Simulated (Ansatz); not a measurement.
Zinc-blende AlSb was calculated with r²SCAN0 (plane waves, PAW; Ansatz, a quantum-chemistry and plane-wave program).

Settings: plane-wave cutoff 520 eV, 8×8×8 k mesh, Fermi–Dirac smearing 0.01 eV, scalar-relativistic PAW data made under PBE.

The cell has the measured lattice: a = 6.136 Å, b = 6.136 Å, c = 6.136 Å, α = 90.00°, β = 90.00°, γ = 90.00°.

### Question
Estimate the band gap, smallest direct gap on the k points sampled and width of the whole s-p valence band that the calculation returns.

### Answer

band gap: 2.51 eV
smallest direct gap on the k points sampled: 3.32 eV
width of the whole s-p valence band: 12.25 eV

Measured, for comparison: band gap 1.73 eV (zero-point renormalisation of 35 meV (experimental, the table's column) added back here, indirect; inputs from Miglio et al. (2020), arXiv:2011.12765).

Note: cell and atoms aren't relaxed at this level (pressure 0.2 GPa).

Spin–orbit coupling is not included; with these elements it can move the gap by several tenths of an eV or more.

Computed values are for the static lattice.

Computing time: roughly 6 core-minutes.
